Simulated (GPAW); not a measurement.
# Does VGa15Sb16 (GaSb32 V1) carry moments in GPAW?

Aim: find out whether VGa15Sb16 (GaSb32 V1) carries moments when they start parallel, and what they gain.

Method: PBE; plane waves with GPAW's PAW setups, scalar-relativistic, in GPAW 26.7.0.

## (1) Starting point

It takes space group P-42m (No. 111, tetragonal). Conventional cell: a = 12.192 Å, b = 12.192 Å, c = 6.096 Å, α = 90.00°, β = 90.00°, γ = 90.00°. V has 4 Sb at 2.64 Å nearest. Sb has 3 Ga at 2.64 Å and 1 V at 2.64 Å nearest. Nearest to Ga lie 4 Sb at 2.64 Å. Nearest to Sb lie 4 Ga at 2.64 Å. Nearest to Sb lie 4 Ga at 2.64 Å. substitutional dopants on the host's lattice, its constants typed without a cited source, atoms not relaxed. Farther neighbours are not listed.

The cell is a made-up one and need not be a known phase.

## (2) Run 1 (ferro +)

The parallel start comes first: it fits the smallest cell, keeps the most symmetry and shows whether parallel moments form.

Input file order1.py:

```python
import json
import numpy as np
from ase import Atoms
from ase.parallel import paropen, parprint
from gpaw import GPAW

atoms = Atoms(['V', 'Sb', 'Ga', 'Sb', 'Ga', 'Sb', 'Ga', 'Sb', 'Ga', 'Sb', 'Ga', 'Sb', 'Ga', 'Sb', 'Ga', 'Sb', 'Ga', 'Sb', 'Ga', 'Sb', 'Ga', 'Sb', 'Ga', 'Sb', 'Ga', 'Sb', 'Ga', 'Sb', 'Ga', 'Sb', 'Ga', 'Sb'],
    cell=[[12.192, 0.0, 0.0],
         [0.0, 12.192, 0.0],
         [0.0, 0.0, 6.096]],
    scaled_positions=[[0.0, 0.0, 0.0],
         [0.125, 0.125, 0.25],
         [0.0, 0.25, 0.5],
         [0.125, 0.375, 0.75],
         [0.25, 0.0, 0.5],
         [0.375, 0.125, 0.75],
         [0.25, 0.25, 0.0],
         [0.375, 0.375, 0.25],
         [0.0, 0.5, 0.0],
         [0.125, 0.625, 0.25],
         [0.0, 0.75, 0.5],
         [0.125, 0.875, 0.75],
         [0.25, 0.5, 0.5],
         [0.375, 0.625, 0.75],
         [0.25, 0.75, 0.0],
         [0.375, 0.875, 0.25],
         [0.5, 0.0, 0.0],
         [0.625, 0.125, 0.25],
         [0.5, 0.25, 0.5],
         [0.625, 0.375, 0.75],
         [0.75, 0.0, 0.5],
         [0.875, 0.125, 0.75],
         [0.75, 0.25, 0.0],
         [0.875, 0.375, 0.25],
         [0.5, 0.5, 0.0],
         [0.625, 0.625, 0.25],
         [0.5, 0.75, 0.5],
         [0.625, 0.875, 0.75],
         [0.75, 0.5, 0.5],
         [0.875, 0.625, 0.75],
         [0.75, 0.75, 0.0],
         [0.875, 0.875, 0.25]],
    pbc=True,
    magmoms=[2.0, 0.0, 0.0, 0.0, 0.0, 0.0, 0.0, 0.0, 0.0, 0.0, 0.0, 0.0, 0.0, 0.0, 0.0, 0.0, 0.0, 0.0, 0.0, 0.0, 0.0, 0.0, 0.0, 0.0, 0.0, 0.0, 0.0, 0.0, 0.0, 0.0, 0.0, 0.0])
atoms.calc = GPAW(mode={'name': 'pw', 'ecut': 450},
    xc='PBE',
    kpts={'size': (3, 3, 5), 'gamma': True},
    occupations={'name': 'fermi-dirac', 'width': 0.05},
    convergence={'density': 1e-05, 'energy': 1e-05},
    maxiter=200,
    mixer={'name': 'pulay', 'beta': 0.05, 'nmaxold': 6, 'weight': 50},
    symmetry={'tolerance': 1e-4},
    txt='order1.txt')
e = atoms.get_potential_energy(force_consistent=True)
res = {'free_energy': e, 'energy_sigma0': atoms.get_potential_energy(), 'fermi_energy': atoms.calc.get_fermi_level()}
res['moments'] = atoms.get_magnetic_moments().tolist()
res['total'] = atoms.get_magnetic_moment()
parprint('site moments (muB):', np.round(res['moments'], 3))
parprint(f"total moment: {res['total']:.3f} muB")
parprint(f'free energy: {e:.6f} eV')
atoms.calc.write('order1.gpw')
with paropen('results.json', 'w') as f:
    json.dump(res, f)
```

Launch:

```sh
$ OMP_NUM_THREADS=1 mpirun -n 4 gpaw python order1.py > order1.log
```

Numbers of over 12 decimals in the logs are rounded to 6 here.

The program printed:

```text
site moments (muB): [ 1.866e+00 -3.600e-02  7.000e-03 -3.000e-03  7.000e-03 -3.000e-03
  4.000e-03 -5.000e-03 -2.000e-03 -3.000e-03  7.000e-03 -3.600e-02
 -1.000e-03 -5.000e-03  4.000e-03 -3.000e-03 -2.000e-03 -3.000e-03
 -1.000e-03 -5.000e-03  7.000e-03 -3.600e-02  4.000e-03 -3.000e-03
 -2.000e-03 -5.000e-03 -1.000e-03 -3.000e-03 -1.000e-03 -3.000e-03
  4.000e-03 -3.600e-02]
total moment: 2.002 muB
free energy: -125.610771 eV

--- order1.txt ---
Input parameters:
  mode=PW(ecut=450),
  convergence={'density': 1e-05, 'energy': 1e-05},
  kpts=MonkhorstPack(size=(3, 3, 5), gamma=True),
  maxiter=200,
  mixer=Pulay(name='pulay', nmaxold=6, beta=0.05, weight=50, sigma=0.015, g_ss=None),
  occupations=Occupations(name='fermi-dirac', width=0.05),
  symmetry=Symmetry(tolerance=0.0001),
  xc=XC(name='PBE')

Diagonalizing LCAO Hamiltonian
Converting LCAO to pw mode
        .-----------------------------.
       /|                             |
      / |                             |
     /  |  Sb             Sb          |
    /   |        Sb             Sb    |
   /  Ga|            Ga               |
  /    Sb         Sb  Sb         Sb   |
 *      .---Ga-------------Ga---------.
 |     / Sb  Sb         Sb  Sb       /
 | Ga /       Ga  Ga         Ga     /
 |   Ga Ga     Sb   Ga Ga     Sb   /
 |  / Sb             Sb           /
 | /      Ga             Ga      /
 |/                             /
 V--------------Ga-------------*

Atoms  # Å, Bohr magnetons
|    | symbol |         x |         y |        z |    initial magnetic moments |
|----|--------|-----------|-----------|----------|-----------------------------|
|  0 |      V |  0.000000 |  0.000000 | 0.000000 | ( 0.0000,  0.0000,  2.0000) |
|  1 |     Sb |  1.524000 |  1.524000 | 1.524000 | ( 0.0000,  0.0000,  0.0000) |
|  2 |     Ga |  0.000000 |  3.048000 | 3.048000 | ( 0.0000,  0.0000,  0.0000) |
|  3 |     Sb |  1.524000 |  4.572000 | 4.572000 | ( 0.0000,  0.0000,  0.0000) |
|  4 |     Ga |  3.048000 |  0.000000 | 3.048000 | ( 0.0000,  0.0000,  0.0000) |
|  5 |     Sb |  4.572000 |  1.524000 | 4.572000 | ( 0.0000,  0.0000,  0.0000) |
|  6 |     Ga |  3.048000 |  3.048000 | 0.000000 | ( 0.0000,  0.0000,  0.0000) |
|  7 |     Sb |  4.572000 |  4.572000 | 1.524000 | ( 0.0000,  0.0000,  0.0000) |
|  8 |     Ga |  0.000000 |  6.096000 | 0.000000 | ( 0.0000,  0.0000,  0.0000) |
|  9 |     Sb |  1.524000 |  7.620000 | 1.524000 | ( 0.0000,  0.0000,  0.0000) |
| 10 |     Ga |  0.000000 |  9.144000 | 3.048000 | ( 0.0000,  0.0000,  0.0000) |
| 11 |     Sb |  1.524000 | 10.668000 | 4.572000 | ( 0.0000,  0.0000,  0.0000) |
| 12 |     Ga |  3.048000 |  6.096000 | 3.048000 | ( 0.0000,  0.0000,  0.0000) |
| 13 |     Sb |  4.572000 |  7.620000 | 4.572000 | ( 0.0000,  0.0000,  0.0000) |
| 14 |     Ga |  3.048000 |  9.144000 | 0.000000 | ( 0.0000,  0.0000,  0.0000) |
| 15 |     Sb |  4.572000 | 10.668000 | 1.524000 | ( 0.0000,  0.0000,  0.0000) |
| 16 |     Ga |  6.096000 |  0.000000 | 0.000000 | ( 0.0000,  0.0000,  0.0000) |
| 17 |     Sb |  7.620000 |  1.524000 | 1.524000 | ( 0.0000,  0.0000,  0.0000) |
| 18 |     Ga |  6.096000 |  3.048000 | 3.048000 | ( 0.0000,  0.0000,  0.0000) |
| 19 |     Sb |  7.620000 |  4.572000 | 4.572000 | ( 0.0000,  0.0000,  0.0000) |
| 20 |     Ga |  9.144000 |  0.000000 | 3.048000 | ( 0.0000,  0.0000,  0.0000) |
| 21 |     Sb | 10.668000 |  1.524000 | 4.572000 | ( 0.0000,  0.0000,  0.0000) |
| 22 |     Ga |  9.144000 |  3.048000 | 0.000000 | ( 0.0000,  0.0000,  0.0000) |
| 23 |     Sb | 10.668000 |  4.572000 | 1.524000 | ( 0.0000,  0.0000,  0.0000) |
| 24 |     Ga |  6.096000 |  6.096000 | 0.000000 | ( 0.0000,  0.0000,  0.0000) |
| 25 |     Sb |  7.620000 |  7.620000 | 1.524000 | ( 0.0000,  0.0000,  0.0000) |
| 26 |     Ga |  6.096000 |  9.144000 | 3.048000 | ( 0.0000,  0.0000,  0.0000) |
| 27 |     Sb |  7.620000 | 10.668000 | 4.572000 | ( 0.0000,  0.0000,  0.0000) |
| 28 |     Ga |  9.144000 |  6.096000 | 3.048000 | ( 0.0000,  0.0000,  0.0000) |
| 29 |     Sb | 10.668000 |  7.620000 | 4.572000 | ( 0.0000,  0.0000,  0.0000) |
| 30 |     Ga |  9.144000 |  9.144000 | 0.000000 | ( 0.0000,  0.0000,  0.0000) |
| 31 |     Sb | 10.668000 | 10.668000 | 1.524000 | ( 0.0000,  0.0000,  0.0000) |

Unit cell  # Å
| periodic |         x |         y |        z |   lengths |    angles |
|----------|-----------|-----------|----------|-----------|-----------|
|      yes | 12.192000 |  0.000000 | 0.000000 | 12.192000 | 90.000000 |
|      yes |  0.000000 | 12.192000 | 0.000000 | 12.192000 | 90.000000 |
|      yes |  0.000000 |  0.000000 | 6.096000 |  6.096000 | 90.000000 |

Number of symmetries: 8

BZ-sampling:
  Number of BZ points: 45
  Number of IBZ points: 9

  Monkhorst-Pack size: [3, 3, 5]
  Monkhorst-Pack shift: [0, 0, 0]

K-points  # in reciprocal-cell coordinates
|   |                                coordinates |     weight |
|---|--------------------------------------------|------------|
| 0 | (  0.00000000,   0.00000000,   0.00000000) | 0.02222222 |
| 1 | (  0.00000000,   0.00000000,   0.20000000) | 0.04444444 |
| 2 | (  0.00000000,   0.00000000,   0.40000000) | 0.04444444 |
| 3 | (  0.33333333,   0.00000000,   0.00000000) | 0.08888889 |
| 4 | (  0.33333333,   0.00000000,   0.20000000) | 0.17777778 |
| 5 | (  0.33333333,   0.00000000,   0.40000000) | 0.17777778 |
| 6 | (  0.33333333,   0.33333333,   0.00000000) | 0.08888889 |
| 7 | (  0.33333333,   0.33333333,   0.20000000) | 0.17777778 |
| 8 | (  0.33333333,   0.33333333,   0.40000000) | 0.17777778 |

Plane wave coefficients: 19692
Cutoff: 450.000000 eV

Spin-components: 2 (collinear spins)
Bands:           184
Projectors:      177
Spin-degeneracy: 1
Datatype:        complex128

Parallelization:
  kpt:    4
  domain: 1
  band:   1

Density:
  Valence electrons: 298.0
  Components: 2
  Grid points: [60 60 30]
  Charge: 0.0  # |e|

Potential:
  Grid points: [60 60 30]

species:
  V:
    name:    Vanadium
    Z:       23.0
    valence: 13
    core:    10
    charge:  0.0  # [|e|]
    compensation charges:
      type: gauss
      rc: 0.37  # [Å]
      lmax: 2
    cutoffs:
      filter: 2.14  # [Å]
      core: 0.96  # [Å]
    projectors
    | kind |    occ | energy [eV] | rcut [Å] |
    |------|--------|-------------|----------|
    |   3s |  2.000 |     -70.222 |    1.254 |
    |   4s |  2.000 |      -4.702 |    1.254 |
    |   3p |  6.000 |     -44.043 |    1.281 |
    |   4p |  0.000 |      -1.444 |    1.281 |
    |   3d |  3.000 |      -5.164 |    1.169 |
    |    d |        |      22.047 |    1.169 |

    Using partial waves for V as LCAO basis

  Sb:
    name:    Antimony
    Z:       51.0
    valence: 15
    core:    36
    charge:  0.0  # [|e|]
    compensation charges:
      type: gauss
      rc: 0.36  # [Å]
      lmax: 2
    cutoffs:
      filter: 2.23  # [Å]
      core: 2.23  # [Å]
    projectors
    | kind |    occ | energy [eV] | rcut [Å] |
    |------|--------|-------------|----------|
    |   5s |  2.000 |     -12.815 |    1.154 |
    |   5p |  3.000 |      -4.830 |    1.233 |
    |   4d | 10.000 |     -33.514 |    1.196 |
    |    s |        |      14.396 |    1.154 |
    |    p |        |      22.381 |    1.233 |
    |    d |        |      -6.303 |    1.196 |

    Using partial waves for Sb as LCAO basis

  Ga:
    name:    Gallium
    Z:       31.0
    valence: 3
    core:    28
    charge:  0.0  # [|e|]
    compensation charges:
      type: gauss
      rc: 0.37  # [Å]
      lmax: 2
    cutoffs:
      filter: 2.06  # [Å]
      core: 4.17  # [Å]
    projectors
    | kind |    occ | energy [eV] | rcut [Å] |
    |------|--------|-------------|----------|
    |   4s |  2.000 |      -8.945 |    1.164 |
    |   4p |  1.000 |      -2.580 |    1.164 |
    |    s |        |      18.266 |    1.164 |
    |    p |        |      24.631 |    1.164 |
    |    d |        |       0.000 |    1.164 |

    Using partial waves for Ga as LCAO basis

Reference energy: -3639595.500463  # eV

eigensolver:
  PPCG
  Converge bands: occupied
  niter=2

density mixing:
  Pulay-Mixer
  Linear mixing parameters: 0.05
  Old densities: 6
  Fourier metric: weight=50, sigma=0.015

occupation numbers:
  Fermi-Dirac:
    width: 0.0500  # eV

poisson solver:
  ecut: 3600.000000  # eV

xc functional:
  name: PBE with 2 nearest neighbor stencil

convergence criteria:
- Maximum integral of absolute [dens]ity change: 1e-05 electrons / valence electron
- Maximum [total energy] change in last 3 cyles: 1e-05 eV / valence electron
- Maximum integral of absolute [eigenst]ate change: 4e-08 eV^2 / valence electron
maximum number of iterations: 200

SCF iterations
|iter     |      energy | eigst |  dens |  magmom |
|---------|-------------|-------|-------|---------|
|iter:   1|       0s | -126.265774 | +0.67 |       |  +2.0048|
|iter:   2|      28s | -125.701962 | -0.86 | -1.24 |  +2.0132|
|iter:   3|      57s | -125.688630 | -1.93 | -1.31 |  +2.0125|
|iter:   4|      85s | -125.667817 | -1.23 | -1.32 |  +2.0019|
|iter:   5|     114s | -125.578571 | -2.57 | -2.02 |  +2.0032|
|iter:   6|     142s | -125.597566 | -2.47 | -1.93 |  +2.0022|
|iter:   7|     170s | -125.616598 | -2.97 | -2.12 |  +2.0018|
|iter:   8|     199s | -125.606445 | -2.60 | -2.27 |  +2.0020|
|iter:   9|     227s | -125.607351 | -3.83 | -2.56 |  +2.0018|
|iter:  10|     255s | -125.609326c| -4.15 | -2.69 |  +2.0018|
|iter:  11|     284s | -125.609739c| -4.07 | -2.94 |  +2.0019|
|iter:  12|     312s | -125.609920c| -5.15 | -3.26 |  +2.0019|
|iter:  13|     340s | -125.610042c| -5.28 | -3.35 |  +2.0018|
|iter:  14|     369s | -125.610070c| -5.75 | -3.44 |  +2.0018|
|iter:  15|     398s | -125.610122c| -5.57 | -3.50 |  +2.0018|
|iter:  16|     426s | -125.610130c| -5.99 | -3.84 |  +2.0018|
|iter:  17|     454s | -125.610146c| -6.64 | -3.90 |  +2.0018|
|iter:  18|     483s | -125.610169c| -6.48 | -3.98 |  +2.0018|
|iter:  19|     511s | -125.610188c| -6.63 | -4.08 |  +2.0018|
|iter:  20|     540s | -125.610196c| -6.92 | -4.25 |  +2.0018|
|iter:  21|     554s | -125.610198c| -7.59c| -4.35 |  +2.0018|
|iter:  22|     583s | -125.610204c| -6.89 | -4.42 |  +2.0018|
|iter:  23|     597s | -125.610204c| -7.97c| -4.70 |  +2.0018|
|iter:  24|     612s | -125.610206c| -7.70c| -4.73 |  +2.0017|
|iter:  25|     627s | -125.610206c| -7.66c| -4.83 |  +2.0017|
|iter:  26|     642s | -125.610207c| -7.64c| -4.87 |  +2.0017|
|iter:  27|     656s | -125.610207c| -7.80c| -4.97 |  +2.0017|
|iter:  28|     671s | -125.610207c| -7.94c| -4.99 |  +2.0017|
|iter:  29|     685s | -125.610208c| -8.05c| -5.02c|  +2.0017|

Converged in 29 steps
Energy contributions relative to reference atoms: (reference = -3639595.500463)

Energy contributions:
  Kinetic:         218.182301
  Coulomb:        -191.311748
  Zero:              3.459180
  External:          0.000000
  Xc:             -155.939376
  Entropy:          -0.001128
  Spinorbit:         0.000000
  ----------------------------
  Free energy:    -125.610771
  Extrapolated:   -125.610208

dipole moment: (-122.560682, -122.560682, -123.698292)  # |e|*Ang

Total magnetic moment: (0.000000, 0.000000, 2.001734)

Local magnetic moments
|        x |        y |         z |
|----------|----------|-----------|
| 0.000000 | 0.000000 |  1.865888 |  # V    0
| 0.000000 | 0.000000 | -0.036364 |  # Sb   1
| 0.000000 | 0.000000 |  0.007493 |  # Ga   2
| 0.000000 | 0.000000 | -0.002841 |  # Sb   3
| 0.000000 | 0.000000 |  0.007493 |  # Ga   4
| 0.000000 | 0.000000 | -0.002841 |  # Sb   5
| 0.000000 | 0.000000 |  0.003596 |  # Ga   6
| 0.000000 | 0.000000 | -0.004944 |  # Sb   7
| 0.000000 | 0.000000 | -0.002011 |  # Ga   8
| 0.000000 | 0.000000 | -0.002841 |  # Sb   9
| 0.000000 | 0.000000 |  0.007493 |  # Ga  10
| 0.000000 | 0.000000 | -0.036364 |  # Sb  11
| 0.000000 | 0.000000 | -0.000664 |  # Ga  12
| 0.000000 | 0.000000 | -0.004944 |  # Sb  13
| 0.000000 | 0.000000 |  0.003596 |  # Ga  14
| 0.000000 | 0.000000 | -0.002841 |  # Sb  15
[...]
| 0.000000 | 0.000000 |  0.003596 |  # Ga  22
| 0.000000 | 0.000000 | -0.002841 |  # Sb  23
| 0.000000 | 0.000000 | -0.002123 |  # Ga  24
| 0.000000 | 0.000000 | -0.004944 |  # Sb  25
| 0.000000 | 0.000000 | -0.000664 |  # Ga  26
| 0.000000 | 0.000000 | -0.002841 |  # Sb  27
| 0.000000 | 0.000000 | -0.000664 |  # Ga  28
| 0.000000 | 0.000000 | -0.002841 |  # Sb  29
| 0.000000 | 0.000000 |  0.003596 |  # Ga  30
| 0.000000 | 0.000000 | -0.036364 |  # Sb  31

Fermi level: 5.008
Eigenvalues  # (at kpt = [0.000, 0.000, 0.000])
| band index |      eig [eV] | occ [0-1] |      eig [eV] | occ [0-1] |
|------------|---------------|-----------|---------------|-----------|
|          0 |       -59.820 |     1.000 |       -57.924 |     1.000 |
|        ... |               |           |               |           |
|        141 |         3.522 |     1.000 |         3.700 |     1.000 |
|        142 |         3.697 |     1.000 |         3.757 |     1.000 |
|        143 |         3.697 |     1.000 |         3.812 |     1.000 |
|        144 |         3.766 |     1.000 |         3.812 |     1.000 |
|        145 |         4.254 |     1.000 |         4.756 |     0.994 |
|        146 |         4.366 |     1.000 |         4.768 |     0.992 |
|        147 |         4.537 |     1.000 |         4.768 |     0.992 |
|        148 |         4.592 |     1.000 |         5.337 |     0.001 |
|        149 |         4.592 |     1.000 |         5.562 |     0.000 |
|        150 |         5.328 |     0.002 |         5.585 |     0.000 |
|        151 |         5.778 |     0.000 |         6.047 |     0.000 |
|        152 |         5.804 |     0.000 |         6.137 |     0.000 |
|        153 |         5.804 |     0.000 |         6.137 |     0.000 |
|        154 |         6.040 |     0.000 |         6.137 |     0.000 |
|        155 |         6.058 |     0.000 |         6.161 |     0.000 |
|        156 |         6.136 |     0.000 |         6.255 |     0.000 |
|        ... |               |           |               |           |
|        183 |         9.692 |     0.000 |         9.657 |     0.000 |

Gap: 0.513 eV
Transition (v -> c):
  (s=1, k=0, n=147, [0.00, 0.00, 0.00]) -> (s=0, k=1, n=150, [0.00, 0.00, 0.20])
Direct/indirect transitions are different
Direct gap: 0.560 eV
Transition at: (s=1->0, k=0, n=147, [0.00, 0.00, 0.00])
```

Elapsed: 12 min, on 4 MPI ranks of AMD EPYC 7B13 (Zen 3), shared host; peak memory 3.5 GiB.

Spin moment in the augmentation sphere by element, in μB:

| element | atoms | mean | spread (r.m.s.) | least | largest |
| --- | --- | --- | --- | --- | --- |
| V | 1 | 1.87 | 0.00 | 1.87 | 1.87 |
| Sb | 16 | -0.01 | 0.01 | -0.04 | 0.00 |
| Ga | 15 | 0.00 | 0.00 | 0.00 | 0.01 |

The atoms farthest from the mean of their element:

| atom | x, y, z (Å) | spin moment in the augmentation sphere (μB) |
| --- | --- | --- |
| Sb2 | 1.52, 1.52, 1.52 | -0.04 |
| Sb12 | 1.52, 10.67, 4.57 | -0.04 |
| Sb32 | 10.67, 10.67, 1.52 | -0.04 |
| Sb22 | 10.67, 1.52, 4.57 | -0.04 |
| Sb10 | 1.52, 7.62, 1.52 | 0.00 |
| Sb16 | 4.57, 10.67, 1.52 | 0.00 |
| Sb6 | 4.57, 1.52, 4.57 | 0.00 |
| Sb4 | 1.52, 4.57, 4.57 | 0.00 |

This step gave:

```
magnetization : 2.002 μB
final state   : ferromagnetic
```

After 29 cycles the largest moment stands at 1.87 μB.

(Part 1 of 2 ends here.)

[Logs and program files are shortened in this print: banners, set-up blocks, solver, clock and traceback lines can be left out without a mark of their own.]

[Logs are printed without paths, hosts, clocks, repeated set-up lines and the standing remarks that a program may print on its own settings, such as how far it seeks lower states.]

[Hosts, paths, dates, database ids (printed as entryN), source tags and the programs' standing remarks are cut or masked in the printed files.]

[Where a cell is said to come from a database of computed structures, the database is the Materials Project.]
